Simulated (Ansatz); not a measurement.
# HgTe (Coloradoite) (F-43m) in Ansatz: notebook

Aim: see how the results for HgTe (Coloradoite) move with the level of theory and the settings. Levels: r2SCAN0, r2SCAN0 form with a typed share of exact exchange. Tasks: single point.

Program: Ansatz 0.2.0. These are calculated values, not measurements. Logs are shortened: lines on timing, memory, paths and dates and some standing lists are left out, and cuts for length are marked.

### 1 The structure

The structure is cubic, space group F-43m (No. 216). Conventional cell: a = 6.429 Å, b = 6.429 Å, c = 6.429 Å, α = 90.00°, β = 90.00°, γ = 90.00°. Around Hg (site symmetry -43m) lie 4 Te at 2.78 Å. Around Te (site symmetry -43m) lie 4 Hg at 2.78 Å.

### 2 Single point, r2SCAN0

Contents of input.yaml:

```yaml
crystal:
  lattice:
    - [0.0, 3.2145, 3.2145]
    - [3.2145, 0.0, 3.2145]
    - [3.2145, 3.2145, 0.0]
  atoms:
    - { symbol: Hg, position: [0.0, 0.0, 0.0] }
    - { symbol: Te, position: [0.75, 0.75, 0.75] }
hamiltonian:
  xc: { exchange: r2scan, correlation: r2scan, exx: { coeff: 0.25 } }
  pseudopotentials: { kind: paw }
kpoints:
  mp_grid: { grid: [4, 4, 4] }
scf:
  occupations: { method: fermi_dirac, width: 0.05 }
output:
  forces: true
  stress: true
  eigenvalues: true
  write_density: true
  write_potential: true
  elf: true
  volumetric_format: npy
```

Potentials or basis: Ansatz PAW.

Run with:

```bash
ansatz run input.yaml --threads 2 --pin off --max-ram 5632MiB --backend cpu --events-out ev --progress --plain --runs-dir out
```

Output:

```text
Warning: output.stress: scf.convergence.dr2_threshold = 1e-7 eV (the SCF's general default) is looser than the 2e-10 eV advised for a printed stress (1e-10 eV for each atom of the cell: 2). What an SCF threshold leaves in a stress goes as its square root, and in the free energy as the threshold itself, and one threshold admits the most on a small cell: of the crystals measured, under no hybrid functional and no lock of the moments, on runs that ended without the residual-converged pass, on stresses that held no estimate of that error, the worst erred by over 100 MPa in a component at 1e-7 eV an atom and by under 5 at 1e-10. Set scf.convergence.dr2_threshold to 2e-10 eV or tighter. The threshold is an SCF's pass mark: one that does not reach it within its budget of iterations ends unconverged, or closes short of it on a stop that the run arms, and scf.convergence.dr2_threshold's page says what that costs each kind of run
Warning: output.stress: scf.exx.energy_threshold = 1e-6 eV is looser than the 2e-8 eV advised for a stress under a hybrid functional (1e-8 eV for each atom of the cell: 2). Every SCF of the exchange loop can meet its threshold on dr2 while the loop round them stops early: no threshold on dr2 bounds what that leaves in the stress. Set scf.exx.energy_threshold to 2e-8 eV or tighter. The threshold is the loop's pass mark: a loop that does not reach it within its budget of cycles ends unconverged, and scf.exx.energy_threshold's page has the law
Warning: RAYON_NUM_THREADS=2 ignored (pool sized by the plan → 2); use --threads N
Engine: ansatz 0.2.0, aarch64-unknown-linux-gnu
Pseudopotentials: kind: paw
Pseudopotential: Hg, paw, valence charge 20, recommended cutoff 500 eV (meta_gga), Hg.paw.azcp
Pseudopotential: Te, paw, valence charge 16, recommended cutoff 500 eV (meta_gga), Te.paw.azcp
Functional definition: unnamed
  parameter a_1 = 0.25
  exchange = (1 - a_1)*r2scan_x + a_1*exact_x
  correlation = r2scan_c
Crystal: 2 atoms, lattice volume = 66.431 Å³
Basis set: ecut = 500 eV, 1687 PW (Γ), exchange–correlation on 144×144×144 points (64 copies of the dense FFT grid, shifted against one another)
Bands: 22, of which v1, the nominal top of the filled ones, is band 18 counted from 1 (17 counted from 0)
Symmetry: 24 space group operations
Space group: F-43m (ITA 216), of the structure as read, at distance tolerance 4.1e-5 Å
k-points: 8 of 64 (time reversal used)
Non-local potential: Hg, projectors of the file, l = 0: 3, l = 1: 2, l = 2: 2, l = 3: 1
Non-local potential: Te, projectors of the file, l = 0: 2, l = 1: 2, l = 2: 2, l = 3: 2
PAW form: soft (Blöchl's): semilocal exchange-correlation on the pseudo side does not see the compensation charge
PAW frozen core: Hg, regenerated for the run's functional, and the local potential with it (the file was generated under x = pbe(κ = 0.804, μ = 0.2195149727645171), c = pbe(β = 0.06672455060314922))
PAW frozen core: Te, regenerated for the run's functional, and the local potential with it (the file was generated under x = pbe(κ = 0.804, μ = 0.2195149727645171), c = pbe(β = 0.06672455060314922))
PAW one-centre angular grid: Hg, 590 points (default); XC on 160 Gauss nodes
PAW one-centre angular grid: Te, 590 points (default); XC on 160 Gauss nodes
Initial density: superposition of atomic densities (neutral atoms: chi_scale 0, normalization atom), corrected by the library's trained network
Initial wavefunctions: pseudopotential atomic-orbital guess
Functional: x = r2scan, c = r2scan; τ floored in thin density (d = 2e-4 eV/Å³), warm-up for x = 0.75 r2scan + 0.25 exact, c = r2scan; τ floored in thin density (d = 2e-4 eV/Å³)
SCF iter   1: F=—  HF=-20822.903554 eV  |F-HF|=—  |Δ(HF+E_count)|=         —  Δρ=5.28e-3  dr2=8.99e-3  dr2_τ=1.99e-2  ethr=1.77e-3  ⟨swp⟩=7.9  Hψ=752  notcnv=0
preconditioner: auto → none  [insulator: Δε(μ)=0.925 eV  Ē_g=11.252 eV  σ=0.050 eV  W_gap=0.67  n_scr=14 (ndim 8)  ℏωp=19.3 eV  f_vac=0.180  D(μ)=0.42/eV (n_scr^D=0)]
SCF iter   2: F=—  HF=-20822.909239 eV  |F-HF|=—  |Δ(HF+E_count)|=   5.69e-3  Δρ=2.79e-3  dr2=1.74e-3  dr2_τ=6.70e-4  ethr=2.50e-5  ⟨swp⟩=4.2  Hψ=468  notcnv=0  defer=1
SCF iter   3: F=—  HF=-20822.909395 eV  |F-HF|=—  |Δ(HF+E_count)|=   1.57e-4  Δρ=1.34e-3  dr2=3.25e-4  dr2_τ=5.83e-5  ethr=4.83e-6  ⟨swp⟩=3.0  Hψ=383  notcnv=0
iter 4 solved again at ethr=9.20e-9 eV; its pass at ethr=9.02e-7 eV (dr2=3.31e-6 eV) is discarded
[... 34 lines left out ...]
SCF 4 converged in 6 iterations: F = -20820.318542 eV  dr2 = 7.93e-10
  Residual-converged pass: ⟨swp⟩=3.0  Hψ=330  notcnv=0  max |occ|·‖R‖ = 2.4e-6 eV (tolerance 2.4e-6 eV)  dr2=7.84e-10  dr2_τ=1.29e-11  dr2_onsite=2.13e-11  max |Δocc| = 7.0e-15
hybrid outer 3: dexx = +2.867e-5 eV, tail = 5.95e-8 eV, Δε = 8.63e-2 eV (about 1.50e-3 eV left of the loop's levels)
hybrid SCF converged: 3 outer / 13 inner (+7 warm-up), last move |dexx| = 2.87e-5 eV, tail = 5.95e-8 eV
Stability not checked: this state was not tested for a lower state beside it, because the functional holds exact exchange (a hybrid, or Hartree-Fock), whose exchange loop this test does not read (fock_operator; see scf.lower_state_search)
Free energy (F): -20820.318542 eV
Frozen-core exchange: fock
Harris-Foulkes:  -20820.318542 eV  (|F-HF|=2.55e-11)
Internal energy: -20820.318534 eV  (E = F + TS)
E sigma→0 (E₀):  -20820.318538 eV
Entropy (-TS):   -0.000007 eV (-0.004 meV/atom)
Fermi energy:    8.573563 eV
--- Per-component energies (eV) ---
  E_band       = -887.084311
  E_kinetic    = 784.384159
  E_local      = -4772.741258  (includes V_loc(G=0)·N_el)
  E_nonlocal   = -235.618940
  E_hartree    = 2327.138644
  E_xc         = -250.832459
  E_vxc        = -307.467274  (∫ρ·V_xc dr)
  E_exx        = -138.125115  (= α·E_x^exact, valence–valence)
  E_paw        = -14589.592784  (= ΣΔE_a)
  E_vpaw       = -752.582840  (= ΣTr[D̂ρ^β])
  E_aug_tail   = 0.000328  (compensation charges beyond the density's cutoff)
  E_vtau       = 18.913306  (kinetic-family band-sum trace: ∫τ·v_τ [+ j·A + Jᵃ·Aᵃ] dr)
  E_ewald      = -3943.057611
  E_core_change = -1.873498  (= ΣΔE_core)
  E_smearing   = -0.000007  (= −TS)
  E_closure    = -0.000001  (closes the sum)
  Σ components = -20820.318542   (vs F -20820.318542, Δ=0.00e0)
--- Forces (eV/Å), atoms counted from 1 ---
  atom   1  Hg    -0.00000000     0.00000000     0.00000000
  atom   2  Te     0.00000000    -0.00000000     0.00000000
  max |Σ_I F_I| component: 1.30e-16 eV/Å
--- Stress (GPa, compression-positive) ---
        2.340879       0.000000      -0.000000
        0.000000       2.340879       0.000000
       -0.000000       0.000000       2.340879
  P = ⅓ Tr σ = 2.3409 GPa (23.409 kbar)
--- Band table (eV; the first three rows and the last of 8) ---
  k-point 0: bands = ["-113.4494", "-60.1859", "-60.1859", "-60.1859", "-31.6539", "-31.6539", "-31.6539", "-31.6405", "-31.6405", "-5.4428", "-0.7969", "-0.7969", "-0.7969", "-0.2153", "-0.2153", "8.1018", "8.1018", "8.1018", "8.9905", "13.9589", "13.9589", "13.9589"]
  k-point 1: bands = ["-113.4493", "-60.1858", "-60.1858", "-60.1854", "-31.6541", "-31.6539", "-31.6539", "-31.6403", "-31.6403", "-5.1227", "-0.7205", "-0.7205", "-0.5789", "-0.2173", "-0.2173", "4.4294", "7.4748", "7.4748", "10.5005", "14.6758", "14.6758", "14.7252"]
  k-point 2: bands = ["-113.4494", "-60.1857", "-60.1857", "-60.1852", "-31.6542", "-31.6538", "-31.6538", "-31.6401", "-31.6401", "-4.7728", "-0.6599", "-0.6599", "-0.1963", "-0.1963", "0.1887", "1.8888", "6.9527", "6.9527", "10.3173", "14.8278", "14.8278", "16.5897"]
  k-point 7: bands = ["-113.4494", "-60.1857", "-60.1854", "-60.1850", "-31.6544", "-31.6540", "-31.6535", "-31.6401", "-31.6400", "-4.5460", "-0.5399", "-0.5070", "-0.2766", "-0.2447", "0.5603", "1.8926", "5.0509", "5.1348", "13.0143", "14.2529", "15.2487", "15.9073"]
```

It took 21 s on 2 threads of Arm Neoverse V2, shared host; peak memory 1.2 GiB.

What came out:

- Free energy: -20820.3185 eV
- Pressure: 2.3 GPa
- Band gap on the k mesh: 0.89 eV, direct

Caveat: the k mesh is coarse (spacing up to 0.42 Å⁻¹), so the values aren't converged, least of all with exact exchange; spin-orbit coupling is left out, which moves the levels of the heavy elements; the PAW data sets come from PBE, with cores solved anew for the run's functional, which leaves a small shift of forces and pressure; the thresholds are loose for stress.

### 3 Single point, r2SCAN0 form with a typed share of exact exchange

Changes to input.yaml since step 2:

```diff
@@ -9,3 +9,3 @@
 hamiltonian:
-  xc: { exchange: r2scan, correlation: r2scan, exx: { coeff: 0.25 } }
+  xc: { exchange: r2scan, correlation: r2scan, exx: { coeff: 0.35 } }
   pseudopotentials: { kind: paw }
@@ -19,5 +19 @@
   eigenvalues: true
-  write_density: true
-  write_potential: true
-  elf: true
-  volumetric_format: npy
```

Potentials or basis: Ansatz PAW.

Run with:

```bash
ansatz run input.yaml --threads 2 --pin off --max-ram 5632MiB --backend cpu --events-out ev --progress --plain --runs-dir out
```

Wall time 24 s (2 threads of Arm Neoverse V2, shared host); peak memory 1.2 GiB.

It converged, with:

```yaml
Free_energy: -20819.3170 eV
Pressure: 1.9 GPa
Band_gap_on_the_k_mesh: 1.42 eV, direct
```

Levels at points of the mesh, in eV from the valence-band top:
```csv
k point,band 15,band 16,band 17,band 18,band 19,band 20,band 21,band 22
"(0.00, 0.00, 0.00)",-8.76,0.00,0.00,0.00,1.42,6.40,6.40,6.40
"(0.00, 0.00, -0.50)",-8.33,-6.38,-1.18,-1.18,2.74,7.28,7.28,9.05
"(0.00, -0.50, -0.50)",-8.13,-6.33,-2.71,-2.71,3.89,4.34,10.93,11.88
```

Caveat: the k mesh is coarse (spacing up to 0.42 Å⁻¹), so the values aren't converged, least of all with exact exchange; spin-orbit coupling is left out, which moves the levels of the heavy elements; the PAW data sets come from PBE, with cores solved anew for the run's functional, which leaves a small shift of forces and pressure; the thresholds are loose for stress.

### 4 Single point, r2SCAN0 form with a typed share of exact exchange

Changes to input.yaml since step 3:

```diff
@@ -9,3 +9,3 @@
 hamiltonian:
-  xc: { exchange: r2scan, correlation: r2scan, exx: { coeff: 0.35 } }
+  xc: { exchange: r2scan, correlation: r2scan, exx: { coeff: 0.5 } }
   pseudopotentials: { kind: paw }
```

Potentials or basis: Ansatz PAW.

Run with:

```bash
ansatz run input.yaml --threads 2 --pin off --max-ram 5632MiB --backend cpu --events-out ev --progress --plain --runs-dir out
```

Output:

```text
Warning: output.stress: scf.convergence.dr2_threshold = 1e-7 eV (the SCF's general default) is looser than the 2e-10 eV advised for a printed stress (1e-10 eV for each atom of the cell: 2). What an SCF threshold leaves in a stress goes as its square root, and in the free energy as the threshold itself, and one threshold admits the most on a small cell: of the crystals measured, under no hybrid functional and no lock of the moments, on runs that ended without the residual-converged pass, on stresses that held no estimate of that error, the worst erred by over 100 MPa in a component at 1e-7 eV an atom and by under 5 at 1e-10. Set scf.convergence.dr2_threshold to 2e-10 eV or tighter. The threshold is an SCF's pass mark: one that does not reach it within its budget of iterations ends unconverged, or closes short of it on a stop that the run arms, and scf.convergence.dr2_threshold's page says what that costs each kind of run
Warning: output.stress: scf.exx.energy_threshold = 1e-6 eV is looser than the 2e-8 eV advised for a stress under a hybrid functional (1e-8 eV for each atom of the cell: 2). Every SCF of the exchange loop can meet its threshold on dr2 while the loop round them stops early: no threshold on dr2 bounds what that leaves in the stress. Set scf.exx.energy_threshold to 2e-8 eV or tighter. The threshold is the loop's pass mark: a loop that does not reach it within its budget of cycles ends unconverged, and scf.exx.energy_threshold's page has the law
Warning: RAYON_NUM_THREADS=2 ignored (pool sized by the plan → 2); use --threads N
[... 5 set-up lines as earlier in the session ...]
  parameter a_1 = 0.5
[... 2 set-up lines as earlier in the session ...]
Crystal: 2 atoms, lattice volume = 66.431 Å³
Basis set: ecut = 500 eV, 1687 PW (Γ), exchange–correlation on 144×144×144 points (64 copies of the dense FFT grid, shifted against one another)
Bands: 22, of which v1, the nominal top of the filled ones, is band 18 counted from 1 (17 counted from 0)
[... 2 set-up lines as earlier in the session ...]
k-points: 8 of 64 (time reversal used)
[... 5 set-up lines as earlier in the session ...]
[... 54 lines left out ...]
hybrid outer 4: dexx = +5.128e-9 eV, tail = 3.09e-9 eV, Δε = 1.06e-4 eV (about 2.14e-5 eV left of the loop's levels), ΔF = 2.31e-18 eV/Å (tail 1.68e-18)
hybrid SCF converged: 4 outer / 16 inner (+7 warm-up), last move |dexx| = 5.13e-9 eV, tail = 3.09e-9 eV
Stability not checked: this state was not tested for a lower state beside it, because the functional holds exact exchange (a hybrid, or Hartree-Fock), whose exchange loop this test does not read (fock_operator; see scf.lower_state_search)
Free energy (F): -20817.844108 eV
Frozen-core exchange: fock
Harris-Foulkes:  -20817.844108 eV  (|F-HF|=2.76e-10)
Internal energy: -20817.844108 eV  (E = F + TS)
E sigma→0 (E₀):  -20817.844108 eV
Fermi energy:    8.518357 eV
--- Per-component energies (eV) ---
  E_band       = -975.710409
  E_kinetic    = 784.389815
  E_local      = -4772.356055  (includes V_loc(G=0)·N_el)
  E_nonlocal   = -235.236701
  E_hartree    = 2328.255524
  E_xc         = -178.532537
  E_vxc        = -213.553798  (∫ρ·V_xc dr)
  E_exx        = -276.580662  (= α·E_x^exact, valence–valence)
  E_paw        = -14520.850075  (= ΣΔE_a)
  E_vpaw       = -653.162183  (= ΣTr[D̂ρ^β])
  E_aug_tail   = 0.000328  (compensation charges beyond the density's cutoff)
  E_vtau       = 10.858286  (kinetic-family band-sum trace: ∫τ·v_τ [+ j·A + Jᵃ·Aᵃ] dr)
  E_ewald      = -3943.057611
  E_core_change = -3.876134  (= ΣΔE_core)
  E_smearing   = -0.000000  (= −TS)
  E_closure    = -0.000000  (closes the sum)
  Σ components = -20817.844108   (vs F -20817.844108, Δ=3.64e-12)
--- Forces (eV/Å), atoms counted from 1 ---
  atom   1  Hg    -0.00000000     0.00000000     0.00000000
  atom   2  Te    -0.00000000     0.00000000    -0.00000000
  max |Σ_I F_I| component: 1.55e-16 eV/Å
--- Stress (GPa, compression-positive) ---
        1.378687       0.000000      -0.000000
       -0.000000       1.378687       0.000000
       -0.000000       0.000000       1.378687
  P = ⅓ Tr σ = 1.3787 GPa (13.787 kbar)
--- Band table (eV; the first three rows and the last of 8) ---
  k-point 0: bands = ["-118.3408", "-63.9818", "-63.9818", "-63.9818", "-34.5409", "-34.5409", "-34.5409", "-34.5264", "-34.5264", "-7.1748", "-2.6348", "-2.6348", "-2.6348", "-2.0526", "-2.0526", "7.3654", "7.3654", "7.3654", "9.6164", "14.5862", "14.5862", "14.5862"]
  k-point 1: bands = ["-118.3408", "-63.9817", "-63.9817", "-63.9809", "-34.5411", "-34.5410", "-34.5410", "-34.5262", "-34.5262", "-6.8342", "-2.5585", "-2.5585", "-2.3806", "-2.0557", "-2.0557", "3.5024", "6.6988", "6.6988", "11.1175", "15.3480", "15.3480", "15.3888"]
  k-point 2: bands = ["-118.3409", "-63.9815", "-63.9815", "-63.9804", "-34.5412", "-34.5410", "-34.5410", "-34.5260", "-34.5260", "-6.4681", "-2.4974", "-2.4974", "-2.0371", "-2.0371", "-1.5890", "0.7497", "6.1356", "6.1356", "10.9174", "15.4856", "15.4856", "17.2536"]
  k-point 7: bands = ["-118.3409", "-63.9814", "-63.9810", "-63.9802", "-34.5416", "-34.5411", "-34.5407", "-34.5259", "-34.5258", "-6.2361", "-2.3700", "-2.3528", "-2.1186", "-2.0757", "-1.1897", "0.7878", "4.1273", "4.1720", "13.8286", "14.8417", "15.9472", "16.5190"]
```

Run time: 24 s. Hardware: 2 threads of Arm Neoverse V2, shared host; peak memory 1.2 GiB.

Results:

```
Free energy            : -20817.8441 eV
Pressure               : 1.4 GPa
Band gap on the k mesh : 2.25 eV, direct
```

Caveat: the k mesh is coarse (spacing up to 0.42 Å⁻¹), so the values aren't converged, least of all with exact exchange; spin-orbit coupling is left out, which moves the levels of the heavy elements; the PAW data sets come from PBE, with cores solved anew for the run's functional, which leaves a small shift of forces and pressure; the thresholds are loose for stress.

### 5 Overview

```csv
level,share of exact exchange,gap on the mesh (eV),pressure (GPa)
r2SCAN0,0.25,0.89,2.3
r2SCAN0 form with a typed share of exact exchange,0.35,1.42,1.9
r2SCAN0 form with a typed share of exact exchange,0.5,2.25,1.4
```

Alike in all rows: task single point; potentials or basis Ansatz PAW; no spin polarisation; cell as given; k mesh 4 × 4 × 4; cutoff (eV) 500; smearing fermi-dirac 0.05 eV; the mesh is coarse, so values aren't converged.

Caveats: all runs use coarse meshes; spin-orbit coupling is left out, which moves the levels of the heavy elements; the PAW data sets come from PBE, with cores solved anew for the run's functional, which leaves a small shift of forces and pressure; the thresholds are loose for stress.

Total energies depend on the potentials used, so only differences within one code and one set of settings carry meaning.
